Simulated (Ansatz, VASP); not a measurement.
# One calculation of Al, two programs

```
Al
1.0
     0.00000    2.01946    2.01946
     2.01946    0.00000    2.01946
     2.01946    2.01946    0.00000
Al
1
Cartesian
  0.0000 0.0000 0.0000
```

Alike in both runs: task single point; functional PBE; k mesh 10 × 10 × 10; no spin polarisation.

|  | VASP | Ansatz |
| --- | --- | --- |
| version | VASP 6.6.1 | Ansatz 0.2.0 |
| potentials or method | VASP PAW PBE potentials, release 64 (Al) | scalar-relativistic, plane waves, PAW |
| plane-wave cutoff (eV) | 520 | 558 |
| occupations | tetrahedron | tetrahedron-uncorrected |
| valence electrons in the cell | 3 | 3 |

```csv
,VASP,Ansatz,Ansatz less VASP
gap on the k mesh at the Fermi level (eV),none,none,-
pressure (GPa),0.0,0.0,+0.02
```

A gap of «none» marks a metal or a gap that the smearing closes. Ansatz warned: «band_table_not_solved_further».
